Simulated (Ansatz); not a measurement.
# Structure relaxation of Fe

Theory: Ansatz 0.2.0, DFT r2SCAN, scalar-relativistic, plane waves, PAW. Cutoff 500 eV, Γ-centred k mesh, Gaussian smearing, no spin polarisation in the final step.

The start puts Fe on the lonsdaleite structure type (P6_3/mmc, No. 194), at a guessed volume.

```xyz
4
Lattice="3.2210 0.0000 0.0000 -1.6105 2.7894 0.0000 0.0000 0.0000 5.3146" Properties=species:S:1:pos:R:3 pbc="T T T"
Fe    0.0000    1.8596    2.3251
Fe    1.6105    0.9298    4.9824
Fe    1.6105    0.9298    2.9895
Fe    0.0000    1.8596    0.3322
```

Steps on the 6×6×4 mesh (4 atoms). 9 of 10 steps are shown, and the free energy counts from the last. Trial steps that were taken back and renewals of the plane-wave basis can be among the rows.

| step | ΔF (meV/atom) | V (Å³/atom) | P (GPa) | largest force component (eV/Å) |
| --- | --- | --- | --- | --- |
| 1 | 269.1 | 11.94 | 36.63 | 0.122 |
| 2 | 79.8 | 13.57 | 4.22 | 0.067 |
| 3 | 75.7 | 13.82 | 0.86 | 0.029 |
| 4 | 73.1 | 13.92 | -0.61 | 0.010 |
| 5 | 58.1 | 13.96 | -1.85 | 0.023 |
| 6 | 20.3 | 13.96 | -4.24 | 0.059 |
| 7 | 2.9 | 13.53 | -0.80 | 0.113 |
| 8 | 2.4 | 13.50 | 0.14 | 0.071 |
| 10 | 0.0 | 13.48 | 0.14 | 0.021 |

A final relaxation ran on a 15×15×10 mesh. The relaxed crystal, P6_3/mmc (No. 194):

```cif
data_structure
_symmetry_space_group_name_H-M 'P6_3/mmc'
_symmetry_Int_Tables_number 194
_cell_length_a 3.5953
_cell_length_b 3.5953
_cell_length_c 4.8176
_cell_angle_alpha 90.000
_cell_angle_beta 90.000
_cell_angle_gamma 120.000
_cell_volume 53.93
loop_
_atom_site_label
_atom_site_type_symbol
_atom_site_symmetry_multiplicity
_atom_site_Wyckoff_symbol
_atom_site_fract_x
_atom_site_fract_y
_atom_site_fract_z
_atom_site_occupancy
Fe1 Fe 4 f 0.33333 0.66667 0.46277 1
```

```
Volume per atom                    : 13.48 Å³
Density                            : 6.88 g/cm³
Energy over the standard structure : 1.81 eV/atom
Gap on the 15×15×10 mesh           : 0 eV (a metal)
```

Energies count from the standard state of Fe at the same level.

The final run used a 15×15×10 mesh on its 4-atom cell and 0.10 eV smearing. The k mesh leaves about 4 meV/atom of noise in metals.

A structure relaxed within its symmetry needn't be a true minimum.